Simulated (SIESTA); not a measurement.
Wanted: an ASE script for a SIESTA 5.4.2 run.

- Task: electrostatic potential
- Functional: vdW-DF
- Potentials or basis: PseudoDojo 0.4 standard (PBE files)
- Basis: SZP (energy shift 0.005 Ry)
- Grid cutoff: 800 Ry
- Energy shift: 0.005 Ry
- k mesh: 10 × 10 × 8
- Occupations: fermi-dirac, width 0.05 eV
- Spin: no spin polarisation

The system is HfB2.

```xyz
3
Lattice="3.1400 0.0000 0.0000 -1.5700 2.7193 0.0000 0.0000 0.0000 3.4800" Properties=species:S:1:pos:R:3 pbc="T T T"
Hf    0.0000    0.0000    0.0000
B     1.5700    0.9064    1.7400
B     0.0000    1.8129    1.7400
```

The input as run:

run.py

```python
from ase.spacegroup import crystal
from ase.calculators.siesta import Siesta
from ase.units import Ry, GPa

atoms = crystal(
    ['Hf', 'B'],
    basis=[(0.0, 0.0, 0.0), (0.6666666667, 0.3333333333, 0.5)],
    spacegroup=191,  # P6/mmm
    cellpar=[3.14, 3.14, 3.48, 90.0, 90.0, 120.0],
)

fdf = {
    'SCFMustConverge': False,
    'OccupationFunction': 'FD',
    'ElectronicTemperature': '0.05 eV',
    'MaxSCFIterations': '120',
    'SCF.Mixer.Method': 'Pulay',
    'SCF.Mixer.Weight': '0.25',
    'SCF.Mixer.History': '8',
    'SCF.DM.Tolerance': '5.0e-05',
    'SCF.H.Tolerance': '1.0e-03 eV',
    'WriteForces': 'true',
    'Charge.Mulliken': 'end',
    'SaveRho': 'true',
    'SaveElectrostaticPotential': 'true',
    'SaveTotalPotential': 'true',
    'SaveDeltaRho': 'true',
}
calc = Siesta(
    label="HfB2",
    command="siesta < PREFIX.fdf > PREFIX.out",
    pseudo_path="pseudos",
    pseudo_qualifier="",
    xc=('VDW', 'DRSLL'),
    basis_set="SZP",
    mesh_cutoff=800 * Ry,
    energy_shift=0.005 * Ry,
    kpts=[10, 10, 8],
    spin="non-polarized",
    fdf_arguments=fdf,
)
atoms.calc = calc

print(f"energy = {atoms.get_potential_energy():.6f} eV")
free = atoms.get_potential_energy(force_consistent=True)
print(f"free energy = {free:.6f} eV")
print("forces (eV/A):")
print(atoms.get_forces(apply_constraint=False).round(6))
print("stress (GPa, Voigt order, tension positive):", (atoms.get_stress() / GPa).round(4))
```

Potentials or basis: PseudoDojo 0.4 standard (PBE files), SZP (energy shift 0.005 Ry).

Command:

```bash
$ python run.py
```

It gave:

The pressure is 10.8 GPa and the band gap on the k mesh is none (metal or under the smearing width).

Caveat: short orbitals over semicore shells can move pressures by several GPa; the potentials were made for another functional, which shifts forces and pressure; the basis of atomic orbitals isn't converged, which shifts pressures, moduli and gaps.

Wall time 95 s on 1 thread of Arm Neoverse V2, on a shared host, peak memory 0.41 GiB.
